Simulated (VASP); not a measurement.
# BAs (F-43m) in VASP: a series of runs

Aim: see how the results for BAs move with the level of theory and the settings. Levels: LDA, PBEsol, PBE, vdW-DF. Tasks: relaxation of cell and atoms, single point.

All numbers are computed with VASP 6.6.1; they aren't measurements. Logs are shortened: lines on timing, memory, paths and dates and some standing lists are left out, and cuts for length are marked.

## 1. Starting point

It takes space group F-43m (No. 216, cubic). Conventional cell: a = 4.777 Å, b = 4.777 Å, c = 4.777 Å, α = 90.00°, β = 90.00°, γ = 90.00°. As (site symmetry -43m) has 4 B at 2.07 Å as nearest neighbours. Around B (site symmetry -43m) lie 4 As at 2.07 Å.

## 2. Relaxation of cell and atoms, LDA

INCAR reads:

```
SYSTEM = BAs
ALGO = Fast
EDIFF = 1E-6
EDIFFG = -0.005
ENCUT = 600
IBRION = 2
ISIF = 3
ISMEAR = -1
LASPH = .TRUE.
LCHARG = .FALSE.
LREAL = .FALSE.
LWAVE = .FALSE.
NELM = 100
NSW = 60
PREC = Accurate
SIGMA = 0.05
```

KPOINTS reads:

```
k-points
0
G
  10 10 10
  0 0 0
```

POSCAR reads:

```
BAs
1.0
    0.0000000000      2.3885000000      2.3885000000
    2.3885000000      0.0000000000      2.3885000000
    2.3885000000      2.3885000000      0.0000000000
As B
1 1
Direct
    0.7500000000      0.7500000000      0.7500000000
    0.0000000000      0.0000000000      0.0000000000
```

Potentials or basis: VASP PAW LDA potentials, release 64 (As, B).

Run with:

```
$ cat potpaw_LDA.64/As/POTCAR potpaw_LDA.64/B/POTCAR > POTCAR
$ mpirun -np 1 vasp_std > vasp.out
```

OUTCAR:

```text
SYSTEM = BAs
   EDIFF = 1E-6
   EDIFFG = -0.005
   ENCUT = 600
   IBRION = 2
   ISIF = 3
   ISMEAR = -1
   LASPH = .TRUE.
   LREAL = .FALSE.
   NELM = 100
   NSW = 60
   PREC = Accurate

 ion  position               nearest neighbor table
   1  0.750  0.750  0.750-   2 2.07   2 2.07   2 2.07   2 2.07
   2  0.000  0.000  0.000-   1 2.07   1 2.07   1 2.07   1 2.07

  LATTYP: Found a face centered cubic cell.
 ALAT       =     4.7770000000

  Lattice vectors:

 A1 = (   0.0000000000,   2.3885000000,   2.3885000000)
 A2 = (   2.3885000000,   0.0000000000,   2.3885000000)
 A3 = (   2.3885000000,   2.3885000000,   0.0000000000)

Analysis of symmetry for initial positions (statically):
=====================================================================
 Subroutine PRICEL returns:
 Original cell was already a primitive cell.

 Routine SETGRP: Setting up the symmetry group for a
 face centered cubic supercell.

 Subroutine GETGRP returns: Found 24 space group operations
 (whereof 24 operations were pure point group operations)
 out of a pool of 48 trial point group operations.

The static configuration has the point symmetry T_d .

Analysis of symmetry for dynamics (positions and initial velocities):
=====================================================================
 Subroutine PRICEL returns:
 Original cell was already a primitive cell.

 Routine SETGRP: Setting up the symmetry group for a
 face centered cubic supercell.

 Subroutine GETGRP returns: Found 24 space group operations
 (whereof 24 operations were pure point group operations)
 out of a pool of 48 trial point group operations.

The dynamic configuration has the point symmetry T_d .

 Subroutine INISYM returns: Found 24 space group operations
 (whereof 24 operations are pure point group operations),
 and found     1 'primitive' translations

----------------------------------------------------------------------------------------

                                     Primitive cell

  volume of cell :      27.2525

  direct lattice vectors                    reciprocal lattice vectors
     0.000000000  2.388500000  2.388500000    -0.209336404  0.209336404  0.209336404
     2.388500000  0.000000000  2.388500000     0.209336404 -0.209336404  0.209336404
     2.388500000  2.388500000  0.000000000     0.209336404  0.209336404 -0.209336404

  length of vectors
     3.377849094  3.377849094  3.377849094     0.362581287  0.362581287  0.362581287

  position of ions in fractional coordinates (direct lattice)
     0.750000000  0.750000000  0.750000000
     0.000000000  0.000000000  0.000000000

  ion indices of the primitive-cell ions
   primitive index   ion index
                 1           1
                 2           2

----------------------------------------------------------------------------------------

 KPOINTS: k-points

Automatic generation of k-mesh.
 Grid dimensions read from file:
 generate k-points for:   10   10   10

 Generating k-lattice:

  Cartesian coordinates                     Fractional coordinates (reciprocal lattice)
    -0.020933640  0.020933640  0.020933640     0.100000000  0.000000000  0.000000000
     0.020933640 -0.020933640  0.020933640     0.000000000  0.100000000  0.000000000
     0.020933640  0.020933640 -0.020933640     0.000000000  0.000000000  0.100000000

  Length of vectors
     0.036258129  0.036258129  0.036258129

  Shift w.r.t. Gamma in fractional coordinates (k-lattice)
     0.000000000  0.000000000  0.000000000

 Subroutine IBZKPT returns following result:
 ===========================================

 Found     47 irreducible k-points:

 Following reciprocal coordinates:
            Coordinates               Weight
  0.000000  0.000000  0.000000      1.000000
  0.100000  0.000000  0.000000      8.000000
  0.200000  0.000000  0.000000      8.000000
  0.300000  0.000000  0.000000      8.000000
  0.400000  0.000000  0.000000      8.000000
  0.500000  0.000000  0.000000      4.000000
[... 39 lines left out ...]
 -0.300000  0.400000  0.200000     24.000000
 -0.300000  0.500000  0.200000     12.000000
   k-points           NKPTS =     47   k-points in BZ     NKDIM =     47   number of bands    NBANDS=      8
   number of dos      NEDOS =    301   number of ions     NIONS =      2
   total plane-waves  NPLWV =  21952
   dimension x,y,z NGX =    28 NGY =   28 NGZ =   28
   dimension x,y,z NGXF=    56 NGYF=   56 NGZF=   56
   ions per type =               1   1
   NGX,Y,Z   is equivalent  to a cutoff of  13.78, 13.78, 13.78 a.u.
   NGXF,Y,Z  is equivalent  to a cutoff of  27.56, 27.56, 27.56 a.u.
 SYSTEM =  BAs
   PREC   = accura    normal or accurate (medium, high low for compatibility)
   ISTART =      0    job   : 0-new  1-cont  2-samecut
   ICHARG =      2    charge: 1-file 2-atom 10-const
   ISPIN  =      1    spin polarized calculation?
   LNONCOLLINEAR =      F non collinear calculations
   LSORBIT =      F    spin-orbit coupling
   LASPH  =      T    aspherical Exc in radial PAW
   ENCUT  =  600.0 eV  44.10 Ry    6.64 a.u.   6.75  6.75  6.75*2*pi/ulx,y,z
   NELM   =    100;   NELMIN=  2; NELMDL= -5     # of ELM steps
   EDIFF  = 0.1E-05   stopping-criterion for ELM
   LREAL  =      F    real-space projection
   EDIFFG = -.5E-02   stopping-criterion for IOM
   NSW    =     60    number of steps for IOM
   IBRION =      2    ionic relax: 0-MD 1-quasi-New 2-CG
   NFREE  =      1    steps in history (QN), initial steepest desc. (CG)
   ISIF   =      3    stress and relaxation
   ISYM   =      2    0-nonsym 1-usesym 2-fastsym
   POTIM  = 0.5000    time-step for ionic-motion
   TEBEG  =    0.0;   TEEND  =   0.0 temperature during run
   PSTRESS=    0.0 pullay stress
   NELECT =       8.0000    total number of electrons
   NUPDOWN=      -1.0000    fix difference up-down
   EMIN   =  10.00;   EMAX   =-10.00  energy-range for DOS
   EFERMI =   0.00;   METHOD = LEGACY
   ISMEAR =    -1;   SIGMA  =   0.05  broadening in eV -4-tet -1-fermi 0-gaus
   EFERMI_NEDOS =   21; number of points for ismear=-14 and -15
   IALGO  =     68    algorithm
   IMIX   =      4    mixing-type and parameters
     AMIX     =   0.40;   BMIX     =  1.00
     AMIX_MAG =   1.60;   BMIX_MAG =  1.00
  volume/ion in A,a.u.               =      13.63        91.95
  Fermi-wavevector in a.u.,A,eV,Ry     =   1.088018  2.056057 16.106360  1.183784
  Thomas-Fermi vector in A             =   2.224191
   LORBIT       =      0    0 simple, 1 ext, 2 COOP (PROOUT), +10 PAW based schemes
   GGA     = CA    functional components
   LHFCALC =     F    Hartree Fock is set to
   AEXX    =    0.0000 exact exchange contribution
   IVDW    =     0    specifies the selected vdW correction
   LEPSILON=     F    determine dielectric tensor
   LRPA    =     F    only Hartree local field effects (RPA)
 conjugate gradient relaxation of ions
 non-spin polarized calculation
 RMM-DIIS sequential band-by-band and
  energy-cutoff  :      600.00
  volume of cell :       27.25
 maximum number of plane-waves:       941
   NGX = 13   NGY = 13   NGZ = 13

--------------------------------------- Ionic step        1  -------------------------------------------

 number of electron       8.0000000 magnetization

 Free energy of the ion-electron system (eV)
  ---------------------------------------------------
  ext. energy  EPLUGINS =         0.00000000
  ---------------------------------------------------
  free energy    TOTEN  =       -12.92170812 eV

  energy without entropy =      -12.92170798  energy(sigma->0) =      -12.92170805

------------------------ aborting loop because EDIFF is reached ----------------------------------------

  FORCE on cell =-STRESS in cart. coord.  units (eV):
  Direction    XX          YY          ZZ          XY          YZ          ZX
  --------------------------------------------------------------------------------------
  -------------------------------------------------------------------------------------
  Total       -0.5257745     -0.5257745     -0.5257745      0.0000000      0.0000000      0.0000000
  in kB      -30.9103789    -30.9103789    -30.9103789      0.0000000      0.0000000      0.0000000
  external PRESSURE =     -30.9103789 kB  Pullay stress =       0.0000000 kB

 VOLUME and BASIS-vectors are now :
 -----------------------------------------------------------------------------
  energy-cutoff  :      600.00
  volume of cell :       27.25
      direct lattice vectors                 reciprocal lattice vectors
     0.000000000  2.388500000  2.388500000    -0.209336404  0.209336404  0.209336404
     2.388500000  0.000000000  2.388500000     0.209336404 -0.209336404  0.209336404
     2.388500000  2.388500000  0.000000000     0.209336404  0.209336404 -0.209336404
[... 37 lines left out ...]
 POSITION                                       TOTAL-FORCE (eV/Angst)
 -----------------------------------------------------------------------------------
      3.53731      3.53731      3.53731        -0.000000     -0.000000     -0.000000
     -0.00000      2.35821      2.35821         0.000000      0.000000      0.000000
 -----------------------------------------------------------------------------------
    total drift:                                0.000000      0.000000      0.000000

  FREE ENERGIE OF THE ION-ELECTRON SYSTEM (eV)
  ---------------------------------------------------
  free  energy   TOTEN  =       -12.9241814095 eV

  energy  without entropy=      -12.9241812144  energy(sigma->0) =      -12.92418131

--------------------------------------- Ionic step        3  -------------------------------------------

 number of electron       8.0000000 magnetization

 Free energy of the ion-electron system (eV)
  ---------------------------------------------------
  ext. energy  EPLUGINS =         0.00000000
  ---------------------------------------------------
  free energy    TOTEN  =       -12.92751444 eV

  energy without entropy =      -12.92751427  energy(sigma->0) =      -12.92751436

 E-fermi :   6.9398     XC(G=0): -10.8752

 val. band max:        6.4057263411   @ k =   0.0000   0.0000   0.0000
 cond. band min:       7.5085073650   @ k =   0.4000   0.4000   0.0000
 fundamental gap:      1.1027810239
 Fermi energy:         6.9397534572

 k-point     1 :       0.0000    0.0000    0.0000
  band No.  band energies     occupation
      1      -9.1705      2.00000
      2       6.4057      1.99995
      3       6.4057      1.99995
      4       6.4057      1.99995
      5       9.6835      0.00000
      6       9.6835      0.00000
      7       9.6835      0.00000
      8      11.3798      0.00000

 k-point     2 :       0.1000    0.0000    0.0000
  band No.  band energies     occupation
      1      -9.0034      2.00000
      2       5.0047      2.00000
      3       6.0967      2.00000
      4       6.0967      2.00000
      5       9.8682      0.00000
      6      10.0887      0.00000
      7      10.0887      0.00000
      8      12.1915      0.00000
[... 397 lines left out ...]
 k-point    39 :      -0.3000    0.3000    0.1000
  band No.  band energies     occupation
      1      -5.6627      2.00000
      2      -1.4092      2.00000
      3       0.9213      2.00000
      4       3.1785      2.00000
      5      10.1386      0.00000
      6      12.0972      0.00000
      7      13.7679      0.00000
      8      15.6039      0.00000

 k-point    40 :      -0.2000    0.3000    0.1000
  band No.  band energies     occupation
      1      -6.5000      2.00000
      2      -0.2889      2.00000
      3       1.2810      2.00000
      4       3.8065      2.00000
      5      10.5432      0.00000
      6      11.6722      0.00000
      7      12.6616      0.00000
      8      14.6909      0.00000

 [... further k-points ...]
[... 5 lines left out ...]
  --------------------------------------------------------------------------------------
  -------------------------------------------------------------------------------------
  Total       -0.0017342     -0.0017342     -0.0017342      0.0000000      0.0000000      0.0000000
  in kB       -0.1042098     -0.1042098     -0.1042098      0.0000000      0.0000000      0.0000000
  external PRESSURE =      -0.1042098 kB  Pullay stress =       0.0000000 kB

 VOLUME and BASIS-vectors are now :
 -----------------------------------------------------------------------------
  energy-cutoff  :      600.00
  volume of cell :       26.66
      direct lattice vectors                 reciprocal lattice vectors
    -0.000000000  2.371143781  2.371143781    -0.210868697  0.210868697  0.210868697
     2.371143781  0.000000000  2.371143781     0.210868697 -0.210868697  0.210868697
     2.371143781  2.371143781  0.000000000     0.210868697  0.210868697 -0.210868697

 POSITION                                       TOTAL-FORCE (eV/Angst)
 -----------------------------------------------------------------------------------
      3.55672      3.55672      3.55672        -0.000000     -0.000000     -0.000000
      0.00000      0.00000      0.00000         0.000000      0.000000      0.000000
 -----------------------------------------------------------------------------------
    total drift:                                0.000000      0.000000      0.000000

  FREE ENERGIE OF THE ION-ELECTRON SYSTEM (eV)
  ---------------------------------------------------
  free  energy   TOTEN  =       -12.9275144440 eV

  energy  without entropy=      -12.9275142732  energy(sigma->0) =      -12.92751436

 reached required accuracy - stopping structural energy minimisation
```

Wall time 16 s (1 thread of Intel Xeon Platinum 8488C (Sapphire Rapids), shared host); peak memory 0.15 GiB.

Results:

* Free energy: -12.9275 eV
* Relaxed volume: 13.33 Å³/atom
* Relaxed cell: a = 3.353 Å, b = 3.353 Å, c = 3.353 Å, α = 60.00°, β = 60.00°, γ = 60.00°
* Space group after relaxing (to 0.05 Å): F-43m (No. 216)
* Energy gained by relaxing: 2.9 meV/atom
* Ionic steps: 3
* Pressure after relaxing: 0.0 GPa
* Band gap on the k mesh: 1.10 eV, indirect (least direct gap 3.28 eV)

Step by step:
```
step  energy change (eV)  largest force (eV/Å)  pressure (GPa)  volume (Å³)
   1              0.0000                0.0000           -3.09        27.25
   2             -0.0025                0.0000            2.50        26.23
   3             -0.0058                0.0000           -0.01        26.66
```

Final structure:
```cif
data_structure
_symmetry_space_group_name_H-M 'P 1'
_symmetry_Int_Tables_number 1
_cell_length_a 3.3533
_cell_length_b 3.3533
_cell_length_c 3.3533
_cell_angle_alpha 60.000
_cell_angle_beta 60.000
_cell_angle_gamma 60.000
_cell_volume 26.66
loop_
_atom_site_label
_atom_site_type_symbol
_atom_site_fract_x
_atom_site_fract_y
_atom_site_fract_z
_atom_site_occupancy
As1 As 0.75000 0.75000 0.75000 1
B1 B 0.00000 0.00000 0.00000 1
```

[end of part 1 of 2]
